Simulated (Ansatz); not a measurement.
Fluorite PbO2: a relaxation of cell and atoms in the plane-wave code Ansatz (PBE). It starts from a guessed cell.

```yaml
crystal:
  lattice:
    - [0.0, 2.5831329315, 2.5831329315]
    - [2.5831329315, 0.0, 2.5831329315]
    - [2.5831329315, 2.5831329315, 0.0]
  atoms:
    - { symbol: Pb, position: [0.0, 0.0, 0.0] }
    - { symbol: O, position: [0.25, 0.25, 0.25] }
    - { symbol: O, position: [0.75, 0.75, 0.75] }
kpoints:
  mp_grid: { grid: [8, 8, 8] }
hamiltonian:
  xc: pbe
scf:
  occupations: { method: fermi_dirac, width: 0.02 }
relax:
  f_tol: 0.005
  cell: {}
output:
  write_density: true
  write_potential: true
  elf: true
  volumetric_format: npy
```

In the abridged output below, numbers in square brackets stand for lines, or ends of lines, that were taken out.
```
Pseudopotential: Pb, paw, valence charge 14, recommended cutoff 420 eV (normal)
Pseudopotential: O, paw, valence charge 6, recommended cutoff 420 eV (normal)
Functional definition: PBE
Crystal: 3 atoms, lattice volume = 34.472 Å³
Basis set: ecut = 420 eV, 645 PW (Γ)
Bands: 17, of which v1, the nominal top of the filled ones, is band 13 counted from 1 (12 counted from 0)
Symmetry: 48 space group operations
Space group: Fm-3m (ITA 225)
[1]
relax step 1: F+E_penalty+E_count = -13038.04774249 eV  P = +25.344 GPa  Ω = 34.472 Å³
--- Relaxed structure (6 steps of the walk, 6 accepted, 2 SCFs on fresh bases) ---
[2]
```

**Question.** What stood in the gaps? They hold the relaxed structure, the count of irreducible k points.

**Answer.**
```
[1]
k-points: 29 of 512
[2]
  F+E_penalty+E_count = -13038.39694836 eV
  cell:  # Å, volume = 39.5845 Å³
    - [0.000000, 2.704985, 2.704985]
    - [2.704985, 0.000000, 2.704985]
    - [2.704985, 2.704985, 0.000000]
  atoms:
    - { symbol: Pb, position: [0.000000, 0.000000, 0.000000] }
    - { symbol: O, position: [0.250000, 0.250000, 0.250000] }
    - { symbol: O, position: [0.750000, 0.750000, 0.750000] }
```
The trailing digits, and the zero of the energies, depend on the potentials and thresholds.

The walk took 6 steps, besides SCFs solved again on a fresh basis, and changed the volume by +14.8 %. The last SCF, on a fresh basis, lies 116 meV an atom below the first. Final cell: it is cubic, Fm-3m (No. 225); conventional cell a = 5.410 Å, 13.19 Å³ an atom. Around Pb lie 8 O at 2.34 Å; around O lie 4 Pb at 2.34 Å.

Command: `ansatz run input.yaml --threads 2 --pin off --max-ram 2211MiB --backend cpu --events-out ev --progress --plain --runs-dir out`.

**Question.** It took 9.2 s on 2 threads of Arm Neoverse N1 (shared host). What peak of host memory did it reach?

**Answer.** About 0.31 GiB.

The calculation is spin-unpolarised, and the structure need not be a phase that has been made.

Spin-orbit coupling is left out.

Where bands overlap, v1 and c1 are numbered by the electron count and aren't everywhere filled or empty.

Where bands overlap the cell is a metal at that level, and these k meshes limit energies, forces and stress.
